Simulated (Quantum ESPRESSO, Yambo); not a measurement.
**CdS (Hawleyite): changed settings of a GW run in Yambo**

What do changed inputs do to GW on CdS (Hawleyite)?

Method: PBE and many-body steps on it, plane waves, in Yambo 5.3.0.

**1. Starting point**

Symmetry: F-43m, No. 216, cubic system. The conventional cell has a = 5.916 Å, b = 5.916 Å, c = 5.916 Å, α = 90.00°, β = 90.00°, γ = 90.00°. Nearest to Cd lie 4 S at 2.56 Å. Nearest to S lie 4 Cd at 2.56 Å. Farther neighbours and most contacts between anions are not listed.

Structure file:

```xyz
2
Lattice="0.0000 2.9582 2.9582 2.9582 0.0000 2.9582 2.9582 2.9582 0.0000" Properties=species:S:1:pos:R:3 pbc="T T T"
Cd    0.0000    0.0000    0.0000
S     1.4791    1.4791    1.4791
```

The cell and positions come from the Crystallography Open Database and are kept as given unless a step says otherwise.

**2. Base**

This step: Yambo 5.3.0; G0W0 on PBE, plane waves, norm-conserving pseudopotentials.

Now the one-shot GW correction: screening in the RPA, then the self-energy of the levels asked for.

File gw2.in:

```
HF_and_locXC
gw0
dyson
ppa
em1d
rim_cut
RandQpts= 1000000
RandGvec= 1 RL
EXXRLvcs= 94 Ry
VXCRLvcs= 376 Ry
Chimod= "HARTREE"
% BndsRnXp
 1 | 262 |
%
NGsBlkXp= 17 Ry
% LongDrXp
 1 | 1 | 1 |
%
% GbndRnge
 1 | 262 |
%
DysSolver= "n"
ExtendOut
PPAPntXp= 27.21138 eV
% QPkrange
 1 | 1 | 12 | 15 |
%
```

The run is started by

```sh
OMP_NUM_THREADS=1 mpirun -n 4 yambo -F gw2.in -J gw2 -C gw2 > gw2.log
```

Log:

```text
 Yambo, version 5.3.0

 [02] CORE Variables Setup
 =========================

  [... cell, symmetries and grids as in the set-up ...]

  [02.05] Energies & Occupations
  ==============================

  [X] === General ===
  [X] Electronic Temperature                        :  0.000000  0.000000 [eV K]
  [X] Bosonic    Temperature                        :  0.000000  0.000000 [eV K]
  [X] Finite Temperature mode                       : no
  [X] El. density                                   :  0.50218E+24 [cm-3]
  [X] Fermi Level                                   :  6.392592 [eV]

  [X] === Gaps and Widths ===
  [X] Conduction Band Min                           :  1.051727 [eV]
  [X] Valence Band Max                              :  0.000000 [eV]
  [X] Filled Bands                                  :  13
  [X] Empty Bands                                   :    14   623
  [X] Direct Gap                                    :  1.051727 [eV]
  [X] Direct Gap localized at k                     :  1
  [X] Indirect Gap                                  :  1.051727 [eV]
  [X] Indirect Gap between kpts                     :  1  1
  [X] Last valence band width                       :  2.037138 [eV]
  [X] 1st conduction band width                     :  4.188151 [eV]

 [03] Transferred momenta grid and indexing
 ==========================================

 IBZ Q-points                                      :   8
 BZ  Q-points                                      :   64

 K/Q-points units:
 rlu = crystal or reduced units; cc = cartesian coordinates; iku = interal k-units

 Q [1]          [rlu]:  0.000000  0.000000  0.000000
 Q [2]          [rlu]:  0.70443E-17 -0.68335E-17  0.25000
 Q [3]          [rlu]: -0.14089E-16  0.13667E-16 -0.50000
 Q [4]          [rlu]:  0.27447E-16  0.25000      0.25000
 Q [5]          [rlu]: -0.20711E-16  0.25000      0.50000
 Q [6]          [rlu]:  0.13667E-16  0.25000     -0.25000
 Q [7]          [rlu]: -0.55061E-17 -0.50000     -0.50000
 Q [8]          [rlu]:  0.250000 -0.500000 -0.250000

 [04] Coloumb potential Random Integration (RIM)
 ===============================================

  [04.01] RIM initialization
  ==========================

  * Diagonal components only detected *

  8 x (sBL volume)        :  0.088744 [a.u.]
  sBZ random points       :  1000000
  Points outside the sBZ  :   7968281
  RL volume               :  0.709954 [a.u.]
  Integrated volume       :  0.712780 [a.u.]

  [04.02] RIM integrals
  =====================

  Gamma point sphere radius             :  0.080909 [a.u.]
  Points outside the sphere             :   800476
  [Int_sBZ(q=0) 1/q^2]*(Vol_sBZ)^(-1/3) =:  7.776341
                                 should be <:  7.795600

  Summary of Coulomb integrals for non-metallic bands |Q|[au] RIM/Bare

  Q [1] 0.100000E-4 0.997530 * Q [2] 0.243346 1.068862
  Q [4] 0.280992 1.067204 * Q [6] 0.397382 1.029264
  Q [5] 0.465972 1.022872 * Q [3] 0.486692 1.020326
  Q [7] 0.561983 1.017560 * Q [8] 0.628317 1.014601

 [WARNING] [Xp] User bands 1-262 break level degeneracy

 [05] Dipoles
 ============

  [05.01] Setup: observables and procedures
  =========================================

 [06] Dynamic Dielectric Matrix (PPA)
 ====================================

 [WR./gw2//ndb.pp]---------------------------------------------------------------
  Brillouin Zone Q/K grids (IBZ/BZ)                :    8   64    8   64
  RL vectors                                       :   6423 [WF]
  Coulomb cutoff potential                         : none
  Electronic Temperature                           :  0.000000 [K]
  Bosonic    Temperature                           :  0.000000 [K]
  PPA    diel. fun.  energies                      : Perdew, Burke & Ernzerhof(X)+Perdew, Burke & Ernzerhof(C)
  wavefunctions                                    : Perdew, Burke & Ernzerhof(X)+Perdew, Burke & Ernzerhof(C)
  Global Gauge                                     : length
  X matrix size                                    :   459
  X band range                                     :    1  262
  X e/h energy range                               : -1.000000 -1.000000 [eV]
  X Time ordering                                  : R
  X Hxc Kernel                                     : HARTREE
  X Drude frequency                                :  0.000000  0.000000
  X poles                                          :  100.0000 [o/o]
  RL vectors in the sum                            :   6423
  [r,Vnl] included                                 : yes
  Field direction                                  :  0.577350E-5  0.577350E-5  0.577350E-5
  BZ energy Double Grid                            : no
  BZ energy DbGd points                            : 0
  BZ Q point size factor                           : -1.000000
  X Optical Averaged directions                    : none

 [07] Local Exchange-Correlation + Non-Local Fock
 ================================================

 [VXC] Plane waves :   43143
 [EXS] Plane waves :   5521

 QP @ state[ 1 ] K range:  1  1
 QP @ state[ 1 ] b range:  12  15

 [xc] Functional : Perdew, Burke & Ernzerhof(X)+Perdew, Burke & Ernzerhof(C)
 [xc] LIBXC used to calculate xc functional
  PP Number of Atomic Species                      :  2
  NLCC RL compoments                               :   43143
  PP Number of Atomic Species                      :  2
  NLCC RL compoments                               :   43143

 [xc] E_xc :  -17.57701 [Ha]
      E_xc :  -35.15403 [Ry]

  Local XC kind (lXC) : Perdew, Burke & Ernzerhof(X)+Perdew, Burke & Ernzerhof(C)
  Non-Local XC kind (nlXC) : Hartree-Fock

  Corrections @ K [1] :  [eV]
 <12|nlXC|12> = -18.07613  0.27710E-17 <12|lXC|12> = -15.12157  0.75527E-15
 <13|nlXC|13> = -18.07622 -0.92768E-17 <13|lXC|13> = -15.12157  0.000000
 <14|nlXC|14> = -6.752441 -0.29982E-17 <14|lXC|14> = -10.57228  0.000000
 <15|nlXC|15> = -5.692394  0.30434E-18 <15|lXC|15> = -10.46378  0.000000

 [08] Dyson equation: Newton solver
 ==================================

  [08.01] G0W0 (W PPA)
  ====================

  [  GW  ] Bands range     :    1  262
  [GW/PPA] G damping       :  0.100000 [eV]

  QP @ state[ 1 ] K range:  1  1
  QP @ state[ 1 ] b range:  12  15

   Sc/G bands                                       :    1  262
   Sc/G damping                                     :  0.100000 ev
   Sc bands terminator                              : no
   Sx RL components                                 :   5521

   QP @ state[ 1 ] K range                          :  1  1
   QP @ state[ 1 ] b range                          :  12  15
   GF energies kind                                 : Perdew, Burke & Ernzerhof(X)+Perdew, Burke & Ernzerhof(C)
   GF WF`s kind                                     : Perdew, Burke & Ernzerhof(X)+Perdew, Burke & Ernzerhof(C)
   Xs energies kind                                 : Perdew, Burke & Ernzerhof(X)+Perdew, Burke & Ernzerhof(C)
   Xs WF`s kind                                     : Perdew, Burke & Ernzerhof(X)+Perdew, Burke & Ernzerhof(C)

 [11] Game Over & Game summary
```

Run time: 12 min. Hardware: 4 MPI ranks of Intel Xeon Platinum 8259CL at 2.50GHz (Skylake/Cascade Lake), shared host; peak memory 2.2 GiB; 46 min of CPU time.

Numbers from this step:

```yaml
g0w0_gap_on_the_points_computed: 2.081 eV
starting_gap_on_the_mesh: 1.052 eV
k_of_the_valence_top: 0, 0, 0
k_of_the_conduction_bottom: 0, 0, 0
least_direct_g0w0_gap_on_the_computed_points: 2.081 eV
z_at_the_valence_top: 0.7816
z_at_the_conduction_bottom: 0.8126
```

The gap on the mesh goes from 1.05 eV to 2.08 eV, a correction of +1.03 eV.

**3. Damping of G**

gw6.in, as its differences from gw2.in of step 2:

```diff
@@ -27 +27,2 @@
 %
+GDamping= 0.01 eV
```

The run is started by

```sh
OMP_NUM_THREADS=1 mpirun -n 4 yambo -F gw6.in -J gw6,gw2_W -C gw6 > gw6.log
```

Log:

```text
 Yambo, version 5.3.0

 [02] CORE Variables Setup
 =========================

  [... cell, symmetries and grids as in the set-up ...]

  [02.05] Energies & Occupations
  ==============================

  [X] === General ===
  [X] Electronic Temperature                        :  0.000000  0.000000 [eV K]
  [X] Bosonic    Temperature                        :  0.000000  0.000000 [eV K]
  [X] Finite Temperature mode                       : no
  [X] El. density                                   :  0.50218E+24 [cm-3]
  [X] Fermi Level                                   :  6.392592 [eV]

  [X] === Gaps and Widths ===
  [X] Conduction Band Min                           :  1.051727 [eV]
  [X] Valence Band Max                              :  0.000000 [eV]
  [X] Filled Bands                                  :  13
  [X] Empty Bands                                   :    14   623
  [X] Direct Gap                                    :  1.051727 [eV]
  [X] Direct Gap localized at k                     :  1
  [X] Indirect Gap                                  :  1.051727 [eV]
  [X] Indirect Gap between kpts                     :  1  1
  [X] Last valence band width                       :  2.037138 [eV]
  [X] 1st conduction band width                     :  4.188151 [eV]

 [03] Transferred momenta grid and indexing
 ==========================================

 IBZ Q-points                                      :   8
 BZ  Q-points                                      :   64

 K/Q-points units:
 rlu = crystal or reduced units; cc = cartesian coordinates; iku = interal k-units

 Q [1]          [rlu]:  0.000000  0.000000  0.000000
 Q [2]          [rlu]:  0.70443E-17 -0.68335E-17  0.25000
 Q [3]          [rlu]: -0.14089E-16  0.13667E-16 -0.50000
[...]
Q [7]          [rlu]: -0.55061E-17 -0.50000     -0.50000
 Q [8]          [rlu]:  0.250000 -0.500000 -0.250000

 [04] Coloumb potential Random Integration (RIM)
 ===============================================

 Summary of Coulomb integrals for non-metallic bands |Q|[au] RIM/Bare

 Q [1] 0.100000E-4 0.997530 * Q [2] 0.243346 1.068862
 Q [4] 0.280992 1.067204 * Q [6] 0.397382 1.029264
 Q [5] 0.465972 1.022872 * Q [3] 0.486692 1.020326
 Q [7] 0.561983 1.017560 * Q [8] 0.628317 1.014601

 [WARNING] [Xp] User bands 1-262 break level degeneracy

 [05] Dipoles
 ============

  [05.01] Setup: observables and procedures
  =========================================

 [06] Dynamic Dielectric Matrix (PPA)
 ====================================

   Sc/G bands                                       :    1  262
   Sc/G damping                                     :  0.010000 ev
   Sc bands terminator                              : no
   Sx RL components                                 :   5521

   QP @ state[ 1 ] K range                          :  1  1
   QP @ state[ 1 ] b range                          :  12  15
   GF energies kind                                 : Perdew, Burke & Ernzerhof(X)+Perdew, Burke & Ernzerhof(C)
   GF WF`s kind                                     : Perdew, Burke & Ernzerhof(X)+Perdew, Burke & Ernzerhof(C)
   Xs energies kind                                 : Perdew, Burke & Ernzerhof(X)+Perdew, Burke & Ernzerhof(C)
   Xs WF`s kind                                     : Perdew, Burke & Ernzerhof(X)+Perdew, Burke & Ernzerhof(C)

 [11] Game Over & Game summary
```

Run time: 3.1 min. Hardware: 4 MPI ranks; peak memory 2.1 GiB.

This step gave:

| Property | Result |
| --- | --- |
| G0W0 gap on the points computed | 2.081 eV |
| starting gap on the mesh | 1.052 eV |
| k of the valence top | 0, 0, 0 |
| k of the conduction bottom | 0, 0, 0 |
| least direct G0W0 gap on the computed points | 2.081 eV |
| Z at the valence top | 0.7816 |
| Z at the conduction bottom | 0.8126 |

Against G0W0 in Yambo (4×4×4 mesh, 262 bands, screening to 231.3 eV, Godby-Needs plasmon pole), the gap moves by −0.0001 eV.

[end of part 1 of 2]

[Paths, hosts, dates, memory and timing lines, banners, echoed tables and standing remarks are left out of the program output.]

[Logs are printed without paths, hosts, clocks, repeated set-up lines and the standing remarks that a program may print on its own settings, such as how far it seeks lower states.]

[Runs of the session that timed out or met a known fault of the program may be left out.]

[Hosts, paths, dates, database ids (printed as entryN), source tags and the programs' standing remarks are cut or masked in the printed files.]
